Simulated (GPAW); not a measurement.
# SnTe (Fm-3m) in GPAW: further runs

Aim: see how the results for SnTe move with the level of theory and the settings. Levels: PBE, PW91, AM05. Tasks: band structure, gruneisen.

Everything below comes from runs of GPAW 26.7.0. Logs are shortened: lines on timing, memory, paths and dates and some standing lists are left out, and cuts for length are marked. The log counts tension as positive stress, the text compression.

**Measured values to compare with.**

A printed reference work, textbook reports, for a bulk crystal of SnTe at 300 K: band gap 0.18 eV (direct).

The runs below are set against these values where they give the same quantity.

## (1) The crystal as given

The structure is cubic, space group Fm-3m (No. 225). The conventional cell has a = 6.302 Å, b = 6.302 Å, c = 6.302 Å, α = 90.00°, β = 90.00°, γ = 90.00°. Te (site symmetry m-3m) is surrounded by 6 Sn at 3.15 Å. Around Sn (site symmetry m-3m) lie 6 Te at 3.15 Å.

## (2) Band structure, PBE

The input, run.py:

```python
from ase.dft.bandgap import bandgap
from ase.io import write
from ase.spacegroup import crystal
from gpaw import GPAW

# Te 4b
# Sn 4a
atoms = crystal(['Te', 'Sn'],
                basis=[[0.5, 0.0, 0.0],
                       [0.0, 0.0, 0.0]],
                spacegroup=225, setting=1,  # Fm-3m
                cellpar=[6.3017, 6.3017, 6.3017, 90.0, 90.0, 90.0],
                primitive_cell=True)

calc = GPAW(mode='lcao',
            h=0.16,
            basis='dz(dzp)',
            xc='PBE',
            kpts={'size': (6, 6, 6), 'gamma': True},
            occupations={'name': 'fermi-dirac', 'width': 0.05},
            convergence={'density': 1e-05, 'energy': 1e-05},
            maxiter=150,
            txt='gpaw.txt')
atoms.calc = calc
energy = atoms.get_potential_energy()
forces = atoms.get_forces()
calc.write('gs.gpw')
write('result.traj', atoms)
print(f'Energy: {energy:.6f} eV')
print('Forces (eV/A):')
print(forces.round(4))
print('Fermi level:', round(calc.get_fermi_level(), 4), 'eV')
print(f'Gap: {bandgap(calc)[0]:.4f} eV, direct: {bandgap(calc, direct=True)[0]:.4f} eV')

path = atoms.cell.bandpath('GXWKGLUWLK,UX', npoints=100, eps=1e-4)
bs_calc = calc.fixed_density(kpts=path, symmetry='off', txt='bands.txt')
bs = bs_calc.band_structure()
bs.write('bs.json')
print(f'Gap on the path: {bandgap(bs_calc)[0]:.4f} eV')
```

Potentials or basis: GPAW PAW data sets (gpaw-data 1.2.1), lcao:dz(dzp).

On the command line:

```bash
> OMP_NUM_THREADS=1 python run.py
```

gpaw.txt:

```text
__  _  _
 | _ |_)|_||  |
 |__||  | ||/\| - 26.7.0

Input parameters:
  mode=LCAO(),
  basis={'default': 'dz(dzp)'},
  convergence={'density': 1e-05, 'energy': 1e-05},
  h=0.16,
  kpts=MonkhorstPack(size=(6, 6, 6), gamma=True),
  maxiter=150,
  occupations=Occupations(name='fermi-dirac', width=0.05),
  xc=XC(name='PBE')

                 Te

       Sn

Atoms  # Å, Bohr magnetons
|   | symbol |        x |        y |        z |    initial magnetic moments |
|---|--------|----------|----------|----------|-----------------------------|
| 0 |     Te | 3.150850 | 3.150850 | 3.150850 | ( 0.0000,  0.0000,  0.0000) |
| 1 |     Sn | 0.000000 | 0.000000 | 0.000000 | ( 0.0000,  0.0000,  0.0000) |

Unit cell  # Å
| periodic |        x |        y |        z |  lengths |    angles |
|----------|----------|----------|----------|----------|-----------|
|      yes | 0.000000 | 3.150850 | 3.150850 | 4.455975 | 60.000000 |
|      yes | 3.150850 | 0.000000 | 3.150850 | 4.455975 | 60.000000 |
|      yes | 3.150850 | 3.150850 | 0.000000 | 4.455975 | 60.000000 |

Number of symmetries: 48
Symmetry operations  # r_c * U_cc + t_c -> r_c
|    | kind |            matrix            |
|----|------|------------------------------|
|  0 |  σ   |  1, 0, 0,  1, 0,-1,  1,-1, 0 |
|  1 |  C2  |  1, 0, 0,  1,-1, 0,  1, 0,-1 |
|  2 |  E   |  1, 0, 0,  0, 1, 0,  0, 0, 1 |
|  3 |  σ   |  1, 0, 0,  0, 0, 1,  0, 1, 0 |
|  4 |  C4  |  1, 0,-1,  1, 0, 0,  1,-1, 0 |
|  5 |  S6  |  1, 0,-1,  1,-1, 0,  1, 0, 0 |
|  6 |  σ   |  1, 0,-1,  0, 1,-1,  0, 0,-1 |
|  7 |  C3  |  1, 0,-1,  0, 0,-1,  0, 1,-1 |
|  8 |  S6  |  1,-1, 0,  1, 0, 0,  1, 0,-1 |
|  9 |  C4  |  1,-1, 0,  1, 0,-1,  1, 0, 0 |
| 10 |  C3  |  1,-1, 0,  0,-1, 1,  0,-1, 0 |
| 11 |  σ   |  1,-1, 0,  0,-1, 0,  0,-1, 1 |
| 12 |  σ   |  0, 1, 0,  1, 0, 0,  0, 0, 1 |
| 13 |  C4  |  0, 1, 0,  0, 1,-1, -1, 1, 0 |
| 14 |  C3  |  0, 1, 0,  0, 0, 1,  1, 0, 0 |
| 15 |  S6  |  0, 1, 0, -1, 1, 0,  0, 1,-1 |
| 16 |  C2  |  0, 1,-1,  1, 0,-1,  0, 0,-1 |
[... 17 lines left out ...]
| 34 |  S4  |  0,-1, 0,  0,-1, 1,  1,-1, 0 |
| 35 |  C2  |  0,-1, 0, -1, 0, 0,  0, 0,-1 |
| 36 |  C2  | -1, 1, 0,  0, 1, 0,  0, 1,-1 |
| 37 |  S6  | -1, 1, 0,  0, 1,-1,  0, 1, 0 |
| 38 |  S4  | -1, 1, 0, -1, 0, 1, -1, 0, 0 |
| 39 |  C3  | -1, 1, 0, -1, 0, 0, -1, 0, 1 |
| 40 |  S6  | -1, 0, 1,  0, 0, 1,  0,-1, 1 |
| 41 |  C2  | -1, 0, 1,  0,-1, 1,  0, 0, 1 |
| 42 |  C3  | -1, 0, 1, -1, 1, 0, -1, 0, 0 |
| 43 |  S4  | -1, 0, 1, -1, 0, 0, -1, 1, 0 |
| 44 |  C2  | -1, 0, 0,  0, 0,-1,  0,-1, 0 |
| 45 |  i   | -1, 0, 0,  0,-1, 0,  0, 0,-1 |
| 46 |  σ   | -1, 0, 0, -1, 1, 0, -1, 0, 1 |
| 47 |  C2  | -1, 0, 0, -1, 0, 1, -1, 1, 0 |

BZ-sampling:
  Number of BZ points: 216
  Number of IBZ points: 16

  Monkhorst-Pack size: [6, 6, 6]
  Monkhorst-Pack shift: [0.08333333333333333, 0.08333333333333333, 0.08333333333333333]

K-points  # in reciprocal-cell coordinates
|     |                                coordinates |     weight |
|-----|--------------------------------------------|------------|
|   0 | (  0.00000000,   0.00000000,   0.00000000) | 0.00462963 |
|   1 | (  0.16666667,   0.16666667,   0.00000000) | 0.02777778 |
|   2 | (  0.16666667,   0.16666667,   0.16666667) | 0.03703704 |
|   3 | (  0.33333333,   0.16666667,   0.16666667) | 0.05555556 |
|   4 | (  0.33333333,   0.33333333,  -0.33333333) | 0.05555556 |
|   5 | (  0.33333333,   0.33333333,   0.00000000) | 0.02777778 |
|   6 | (  0.33333333,   0.33333333,   0.16666667) | 0.11111111 |
|   7 | (  0.33333333,   0.33333333,   0.33333333) | 0.03703704 |
|   8 | (  0.50000000,   0.33333333,  -0.33333333) | 0.11111111 |
|   9 | (  0.50000000,   0.33333333,  -0.16666667) | 0.05555556 |
| ... |                                            |            |
|  15 | (  0.50000000,   0.50000000,   0.50000000) | 0.01851852 |

basis functions: 26
Spin-components: 1 (collinear spins)
Bands:           13
Projectors:      11
Spin-degeneracy: 2
Datatype:        <class 'complex'>

Parallelization:
  kpt:    1
  domain: 1
  band:   1

Density:
  Valence electrons: 20.0
  Components: 1
  Grid points: [24 24 24]
  Charge: 0.0  # |e|

Potential:
  Grid points: [24 24 24]

species:
  Te:
    name:    Tellurium
    Z:       52.0
    valence: 6
    core:    46
    charge:  0.0  # [|e|]
    compensation charges:
      type: gauss
      rc: 0.36  # [Å]
      lmax: 2
    cutoffs:
      filter: 2.09  # [Å]
      core: 3.17  # [Å]
    projectors
    | kind |    occ | energy [eV] | rcut [Å] |
    |------|--------|-------------|----------|
    |   5s |  2.000 |     -15.089 |    1.180 |
    |   5p |  4.000 |      -5.955 |    1.196 |
    |    s |        |      12.123 |    1.180 |
    |    p |        |      21.256 |    1.196 |
    |    d |        |       0.000 |    1.238 |

    LCAO basis set for Te:
      Name: dz(dzp)
      File: <dir>
      Number of radial functions: 4
[... 130 lines left out ...]
| 37 |  S6  | -1, 1, 0,  0, 1,-1,  0, 1, 0 |
| 38 |  S4  | -1, 1, 0, -1, 0, 1, -1, 0, 0 |
| 39 |  C3  | -1, 1, 0, -1, 0, 0, -1, 0, 1 |
| 40 |  S6  | -1, 0, 1,  0, 0, 1,  0,-1, 1 |
| 41 |  C2  | -1, 0, 1,  0,-1, 1,  0, 0, 1 |
| 42 |  C3  | -1, 0, 1, -1, 1, 0, -1, 0, 0 |
| 43 |  S4  | -1, 0, 1, -1, 0, 0, -1, 1, 0 |
| 44 |  C2  | -1, 0, 0,  0, 0,-1,  0,-1, 0 |
| 45 |  i   | -1, 0, 0,  0,-1, 0,  0, 0,-1 |
| 46 |  σ   | -1, 0, 0, -1, 1, 0, -1, 0, 1 |
| 47 |  C2  | -1, 0, 0, -1, 0, 1, -1, 1, 0 |

BZ-sampling:
  Number of BZ points: 216
  Number of IBZ points: 16

  Monkhorst-Pack size: [6, 6, 6]
  Monkhorst-Pack shift: [0.08333333333333333, 0.08333333333333333, 0.08333333333333333]

K-points  # in reciprocal-cell coordinates
|     |                                coordinates |     weight |
|-----|--------------------------------------------|------------|
|   0 | (  0.00000000,   0.00000000,   0.00000000) | 0.00462963 |
|   1 | (  0.16666667,   0.16666667,   0.00000000) | 0.02777778 |
|   2 | (  0.16666667,   0.16666667,   0.16666667) | 0.03703704 |
|   3 | (  0.33333333,   0.16666667,   0.16666667) | 0.05555556 |
|   4 | (  0.33333333,   0.33333333,  -0.33333333) | 0.05555556 |
|   5 | (  0.33333333,   0.33333333,   0.00000000) | 0.02777778 |
|   6 | (  0.33333333,   0.33333333,   0.16666667) | 0.11111111 |
|   7 | (  0.33333333,   0.33333333,   0.33333333) | 0.03703704 |
|   8 | (  0.50000000,   0.33333333,  -0.33333333) | 0.11111111 |
|   9 | (  0.50000000,   0.33333333,  -0.16666667) | 0.05555556 |
| ... |                                            |            |
|  15 | (  0.50000000,   0.50000000,   0.50000000) | 0.01851852 |

basis functions: 26
Spin-components: 1 (collinear spins)
Bands:           13
Projectors:      11
Spin-degeneracy: 2
Datatype:        <class 'complex'>

Parallelization:
  kpt:    1
  domain: 1
  band:   1

Density:
  Valence electrons: 20.0
  Components: 1
  Grid points: [24 24 24]
  Charge: 0.0  # |e|

Potential:
  Grid points: [24 24 24]

species:
  Te:
    name:    Tellurium
    Z:       52.0
    valence: 6
    core:    46
    charge:  0.0  # [|e|]
    compensation charges:
      type: gauss
      rc: 0.36  # [Å]
      lmax: 2
    cutoffs:
      filter: 2.09  # [Å]
      core: 3.17  # [Å]
    projectors
    | kind |    occ | energy [eV] | rcut [Å] |
    |------|--------|-------------|----------|
    |   5s |  2.000 |     -15.089 |    1.180 |
    |   5p |  4.000 |      -5.955 |    1.196 |
    |    s |        |      12.123 |    1.180 |
    |    p |        |      21.256 |    1.196 |
    |    d |        |       0.000 |    1.238 |

    LCAO basis set for Te:
      Name: dz(dzp)
      File: <dir>
      Number of radial functions: 4
      Number of spherical harmonics: 8
        l=0, rc=6.2500 Bohr: 5s-sz confined orbital
        l=1, rc=8.0156 Bohr: 5p-sz confined orbital
        l=0, rc=3.5469 Bohr: 5s-dz split-valence wave
        l=1, rc=4.6875 Bohr: 5p-dz split-valence wave
      Number of RI-basis functions 0

  Sn:
    name:    Tin
    Z:       50.0
    valence: 14
    core:    36
    charge:  0.0  # [|e|]
    compensation charges:
      type: gauss
      rc: 0.38  # [Å]
      lmax: 2
    cutoffs:
      filter: 2.23  # [Å]
      core: 2.35  # [Å]
    projectors
    | kind |    occ | energy [eV] | rcut [Å] |
    |------|--------|-------------|----------|
    |   5s |  2.000 |     -10.538 |    1.201 |
    |   5p |  2.000 |      -3.696 |    1.270 |
    |   4d | 10.000 |     -25.845 |    1.185 |
    |    s |        |      16.674 |    1.201 |
    |    p |        |      23.515 |    1.270 |
    |    d |        |       1.367 |    1.185 |

    LCAO basis set for Sn:
      Name: dz(dzp)
      File: <dir>
      Number of radial functions: 6
      Number of spherical harmonics: 18
        l=0, rc=7.1250 Bohr: 5s-sz confined orbital
        l=1, rc=9.5469 Bohr: 5p-sz confined orbital
        l=2, rc=4.0625 Bohr: 4d-sz confined orbital
        l=0, rc=4.1250 Bohr: 5s-dz split-valence wave
        l=1, rc=5.6719 Bohr: 5p-dz split-valence wave
        l=2, rc=2.5938 Bohr: 4d-dz split-valence wave
      Number of RI-basis functions 0

Reference energy: -352801.376741  # eV

eigensolver:
  <gpaw.new.lcao.eigensolver.LCAOEigensolver object>
density mixing:
  MSR1-Mixer
  Pratt-step length: 0.05
  Maximum mixing coefficient: 0.75
  Old densities: 10
  SVD Regularization: 0.005
  Good broyden scale: 1.0
  Trust region scale: 1.0
  Backstep threshold: 4.0
  History deletion threshold: 6.0
  Fourier metric: weight=20.0, sigma=0.015

occupation numbers:
  Fermi-Dirac:
    width: 0.0500  # eV

FastPoissonSolver using
    Stencil: 12*3+1=37 point O(h^6) finite-difference Laplacian
    FFT axes: [np.int64(0), np.int64(1), np.int64(2)]
    FST axes: []

xc functional:
  name: PBE with 2 nearest neighbor stencil
interpolation: tri-quintic # 5. degree polynomial

convergence criteria:
- Maximum integral of absolute [dens]ity change: 1e-05 electrons / valence electron
- Maximum [total energy] change in last 3 cyles: 1e-05 eV / valence electron
- Maximum integral of absolute [eigenst]ate change: 4e-08 eV^2 / valence electron
maximum number of iterations: 150

SCF iterations
|iter     | |      energy | eigst |  dens |
|---------|-|-------------|-------|-------|
|iter:   1| |   -6.765911 |      c|       |
|iter:   2| |   -6.762052 |      c| -1.61 |
|iter:   3| |   -6.735345 |      c| -1.64 |
|iter:   4| |   -6.734033 |      c| -2.24 |
|iter:   5| |   -6.733991 |      c| -2.98 |
|iter:   6| |   -6.733989c|      c| -3.59 |
|iter:   7| |   -6.733990c|      c| -4.05 |
|iter:   8| |   -6.733990c|      c| -5.29c|

Converged in 8 steps
Energy contributions relative to reference atoms: (reference = -352801.376741)

Energy contributions:
  Kinetic:          29.621176
  Coulomb:         -27.653351
  Zero:              0.068962
  External:          0.000000
  Xc:               -8.769512
  Entropy:          -0.002529
  Spinorbit:         0.000000
  ----------------------------
  Free energy:      -6.735254
  Extrapolated:     -6.733990

dipole moment: (-21.325587, -21.325587, -21.325587)  # |e|*Ang

Fermi level: 6.679
Eigenvalues  # (at kpt = [0.000, 0.000, 0.000])
| band index |      eig [eV] | occ [0-2] |
|------------|---------------|-----------|
|          0 |       -15.128 |     2.000 |
|        ... |               |           |
|          2 |       -15.122 |     2.000 |
|          3 |       -15.122 |     2.000 |
|          4 |       -15.121 |     2.000 |
|          5 |        -6.303 |     2.000 |
|          6 |         1.841 |     2.000 |
|          7 |         4.382 |     2.000 |
|          8 |         4.382 |     2.000 |
|          9 |         4.382 |     2.000 |
|         10 |        10.016 |     0.000 |
|         11 |        10.017 |     0.000 |
|         12 |        10.017 |     0.000 |

Gap: 0.037 eV
Transition (v -> c):
  (s=0, k=15, n=9, [0.50, 0.50, 0.50]) -> (s=0, k=15, n=10, [0.50, 0.50, 0.50])
No difference between direct/indirect transitions

Forces  # eV/Ang
|       x |        y |        z |
|---------|----------|----------|
| 0.00000 | -0.00000 | -0.00000 |  # Te   0
| 0.00000 |  0.00000 | -0.00000 |  # Sn   1

# Writing to gs.gpw (mode='')
```

Wall time 16 s (1 thread of Arm Neoverse V1, shared host); peak memory 0.21 GiB.

The run converged, but some of its settings lie outside the range that counts as converged, so its numbers aren't taken as properties of the crystal.

What came out:

```yaml
Free_energy: -6.7353 eV
Band_gap_on_the_k_mesh: 0.04 eV, direct
Band_gap_along_the_path: 0.04 eV, direct
```

Caveat: the real-space grid adds noise to forces; spin-orbit coupling is left out, which moves the levels of the heavy elements; the basis of atomic orbitals isn't converged, which shifts pressures, moduli and gaps.

## (3) Band structure, PW91, spin-orbit coupling, no magnetisation

The input, run.py:

```python
import numpy as np
from ase.dft.bandgap import bandgap
from ase.io import write
from ase.spacegroup import crystal
from ase.units import GPa
from gpaw import GPAW, PW, setup_paths
from gpaw.spinorbit import soc_eigenstates

setup_paths.insert(0, '.')

# Te 4b
# Sn 4a
atoms = crystal(['Te', 'Sn'],
                basis=[[0.5, 0.0, 0.0],
                       [0.0, 0.0, 0.0]],
                spacegroup=225, setting=1,  # Fm-3m
                cellpar=[6.3017, 6.3017, 6.3017, 90.0, 90.0, 90.0],
                primitive_cell=True)

calc = GPAW(mode=PW(600),
            xc='GGA_X_PW91+GGA_C_PW91',
            kpts={'size': (6, 6, 6), 'gamma': True},
            occupations={'name': 'fermi-dirac', 'width': 0.05},
            nbands=19,
            convergence={'density': 1e-05, 'energy': 1e-05},
            maxiter=150,
            txt='gpaw.txt')
atoms.calc = calc
energy = atoms.get_potential_energy()
forces = atoms.get_forces()
stress = atoms.get_stress()
calc.write('gs.gpw')
write('result.traj', atoms)
print(f'Energy: {energy:.6f} eV')
print('Forces (eV/A):')
print(forces.round(4))
print('Stress (GPa):', (stress / GPa).round(3))
print('Fermi level:', round(calc.get_fermi_level(), 4), 'eV')
print(f'Gap: {bandgap(calc)[0]:.4f} eV, direct: {bandgap(calc, direct=True)[0]:.4f} eV')

path = atoms.cell.bandpath('GXWKGLUWLK,UX', npoints=60, eps=1e-4)
bs_calc = calc.fixed_density(kpts=path, symmetry='off', nbands=32,
                             convergence={'bands': 'CBM+6.0', 'eigenstates': 1e-6}, txt='bands.txt')
bs = bs_calc.band_structure()
bs.write('bs.json')
print(f'Gap on the path: {bandgap(bs_calc)[0]:.4f} eV')

soc = soc_eigenstates(bs_calc, theta=0, phi=0)
np.savetxt('soc_bands.dat', soc.eigenvalues(), fmt='%.4f')
mesh = soc_eigenstates('gs.gpw', theta=0, phi=0)
np.savetxt('soc_mesh.dat', mesh.eigenvalues(), fmt='%.4f')
print('Fermi level with spin-orbit coupling:', round(mesh.fermi_level, 4), 'eV')
```

Potentials or basis: PAW data sets generated in the run's folder for this functional, pw.

On the command line:

```bash
> gpaw-setup -f GGA_X_PW91+GGA_C_PW91 Sn Te
> OMP_NUM_THREADS=1 python run.py
```

Wall time 66 s (1 thread of Arm Neoverse V1, shared host); peak memory 0.3 GiB.

It converged, with:

- Free energy: -7.8666 eV
- Pressure: 2.0 GPa
- Band gap on the k mesh: 0.29 eV, direct
- Band gap along the path: 0.29 eV, direct

Levels at the corners of the path, in eV from the valence-band top:
```
point  band 17  band 18  band 19  band 20  band 21  band 22  band 23  band 24
    Γ    -1.70    -1.70    -1.70    -1.70     2.84     2.84     3.78     3.78
    X    -3.85    -3.85    -3.35    -3.35     2.37     2.37     4.62     4.62
    W    -4.59    -4.59    -0.69    -0.69     0.97     0.97     4.67     4.67
    K    -3.19    -3.19    -2.50    -2.50     2.92     2.92     3.44     3.44
    Γ    -1.70    -1.70    -1.70    -1.70     2.84     2.84     3.78     3.78
    L    -1.36    -1.36     0.00     0.00     0.29     0.29     0.46     0.46
    U    -3.19    -3.19    -2.50    -2.50     2.92     2.92     3.44     3.44
    W    -4.59    -4.59    -0.69    -0.69     0.97     0.97     4.67     4.67
    L    -1.36    -1.36     0.00     0.00     0.29     0.29     0.46     0.46
    K    -3.19    -3.19    -2.50    -2.50     2.92     2.92     3.44     3.44
    U    -3.19    -3.19    -2.50    -2.50     2.92     2.92     3.44     3.44
    X    -3.85    -3.85    -3.35    -3.35     2.37     2.37     4.62     4.62
```

Caveat: spin-orbit coupling was added after a scalar SCF, so levels and gaps hold it while energy, forces, pressure and moments don't; this program's spin-orbit splittings come out too wide for heavy elements.

[end of part 1 of 2]
